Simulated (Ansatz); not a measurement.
Input of an Ansatz 0.2.0 run:

Contents of input.yaml:

```yaml
crystal:
  lattice:
    - [0.0, 3.532775, 3.532775]
    - [3.532775, 0.0, 3.532775]
    - [3.532775, 3.532775, 0.0]
  atoms:
    - { symbol: I, position: [0.5, 0.5, 0.5] }
    - { symbol: K, position: [0.0, 0.0, 0.0] }
kpoints:
  mp_grid: { grid: [5, 5, 5] }
  band_path:
    path:
      - [0.0, 0.0, 0.0]
      - [0.5, 0.0, 0.5]
      - [0.5, 0.25, 0.75]
      - [0.375, 0.375, 0.75]
      - [0.0, 0.0, 0.0]
      - [0.5, 0.5, 0.5]
      - [0.625, 0.25, 0.625]
      - [0.5, 0.25, 0.75]
    npoints: 6
scf:
  occupations: { method: fermi_dirac, width: 0.05 }
hamiltonian:
  xc: pbesol
  pseudopotentials: { kind: all_electron, lapw: { basis_error: 0.001 } }
magnetization:
  noncollinear: true
  spin_orbit: true
output:
  forces: true
  stress: true
  eigenvalues: true
```

Potentials or basis: all-electron LAPW, relativistic spinors.

The run is started by

```console
$ ansatz run input.yaml --threads 1 --pin off --max-ram 3072MiB --backend cpu --events-out ev --progress --plain --runs-dir out
```

(1) Estimate the band gap along the path.

(2) What does it give for the band gap on the k mesh?

(3) Predict the pressure.

Answers

(1) 3.49 eV, direct.

(2) 3.49 eV, direct.

(3) -0.3 GPa.

**Measured values to compare with.**

From a printed reference work, monograph, for a bulk crystal of KI: band gap 6.32 eV.

Against the measured gap of KI, 6.32 eV (a printed reference work, monograph), the calculated 3.49 eV is off by -2.83 eV. The value is that of PBEsol, without temperature or zero-point motion. Semilocal functionals fall short of measured gaps as a rule.
